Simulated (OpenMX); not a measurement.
Crystal: ZnS.

```
Zn S
1.0
     0.00000    2.70200    2.70200
     2.70200    0.00000    2.70200
     2.70200    2.70200    0.00000
Zn S
1 1
Direct
  0.75000 0.75000 0.75000
  0.00000 0.00000 0.00000
```

Base run:

```yaml
Program: OpenMX 3.8.5
Functional: PBE
Potentials_or_basis: OpenMX 2013 PBE set, Zn6.0H-s2p2d1, S7.0-s2p2d1, grid cutoff 500 Ry
k_mesh: 9 × 9 × 9
Occupations: fermi-dirac, width 0.05 eV
Spin: no spin polarisation
```

Its results: band gap on the k mesh 2.42 eV, direct; pressure 5.5 GPa.

The run is repeated on the same cell with these changes: functional from PBE to LDA; potentials or basis from OpenMX 2013 PBE set, Zn6.0H-s2p2d1, S7.0-s2p2d1, grid cutoff 500 Ry to OpenMX 2013 LDA set, Zn6.0H-s3p2d2, S7.0-s2p2d1f1, grid cutoff 500 Ry. What comes out?

Band gap on the k mesh 2.09 eV, direct; pressure -2.1 GPa.

Caveats: the basis of atomic orbitals isn't converged, which shifts pressures, moduli and gaps; the transition metal has a single d function, too few for pressures, volumes and moments (some runs).
